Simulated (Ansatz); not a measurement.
Runs of Ansatz 0.2.0 on CdS (Hawleyite). It takes space group F-43m (No. 216, cubic). Conventional cell: a = 5.833 Å, b = 5.833 Å, c = 5.833 Å, α = 90.00°, β = 90.00°, γ = 90.00°. Cd (site symmetry -43m) is surrounded by 4 S at 2.53 Å. S (site symmetry -43m) has 4 Cd at 2.53 Å as nearest neighbours. 

```csv
task,level,potentials or basis,spin,cell,k mesh,cutoff (eV),smearing,mesh quality,gap on the mesh (eV),pressure (GPa)
Born charges and dielectric tensor,B3LYP+D3(BJ)-ATM,Ansatz PAW,"collinear, program default start",as given,5 × 5 × 5,420,fixed,not flagged,2.42,-
electric field gradients,LDA,Ansatz PAW,"SOC, no magnetisation","atoms moved at random, drawn with an rms of 0.02 Å",8 × 8 × 8,420,fermi-dirac 0.01 eV,not flagged,0.84,-2.5
single point,PBEsol0,Ansatz PAW,off,as given,4 × 4 × 4,420,fermi-dirac 0.05 eV,coarse,(a),-0.5
ladder of functionals,r2SCAN+D4,Ansatz PAW earlier set,off,as given,8 × 8 × 8,620,fermi-dirac 0.01 eV,not flagged,1.60,(b)
```

Q: Fill in the values left out.

A: (a) 2.71; (b) 0.7.

Caveats: some runs use coarse meshes; the PAW data sets come from PBE, with cores solved anew for the run's functional, which leaves a small shift of forces and pressure; odd divisions of the mesh miss points on the zone boundary, where band edges often lie, so the gap on the mesh can be too wide (some runs); the thresholds are loose for stress (some runs).

A k mesh can miss the band edges, and rows without SOC leave out spin-orbit coupling on Cd.
